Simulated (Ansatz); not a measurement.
TiSi2:

```xyz
6
Lattice="0.0000 4.1175 4.2629 2.3895 0.0000 4.2629 2.3895 4.1175 0.0000" Properties=species:S:1:pos:R:3 pbc="T T T"
Ti    3.5843    6.1763    6.3943
Ti    2.3895    4.1175    4.2629
Si    1.1948    3.3975    2.1314
Si    1.1948    0.7200    2.1314
Si    2.3895    1.3387    4.2629
Si    2.3895    6.8963    4.2629
```

The cell is a database's computed one.

Base run:

- Program: Ansatz 0.2.0
- Functional: PBE
- Potentials or basis: Ansatz PAW
- Cutoff: 420 eV (not typed: the program's choice for these potentials)
- k mesh: 7 × 7 × 7
- Occupations: fermi-dirac, width 0.05 eV
- Spin: no spin polarisation

Its results: band gap on the k mesh none (metal or under the smearing width); pressure 2.1 GPa; largest force 0.020 eV/Å.

**Question.** After a change of settings the same cell gave: band gap on the k mesh none (metal or under the smearing width); pressure -2.0 GPa; largest force 0.048 eV/Å. Which change was it?
A. functional from PBE to PBEsol
B. functional from PBE to RPBE
C. functional from PBE to r2SCAN; cutoff from 420 eV (not typed: the program's choice for these potentials) to 500 eV (not typed: the program's choice for these potentials)
D. functional from PBE to BLYP

**Answer.** A.

PBEsol binds more tightly than PBE, so the same cell stands under less pressure.

Caveats: the density of states is complete only up to the lowest level of the last band computed; the PAW data sets come from PBE, with cores solved anew for the run's functional, which leaves a small shift of forces and pressure (some runs).
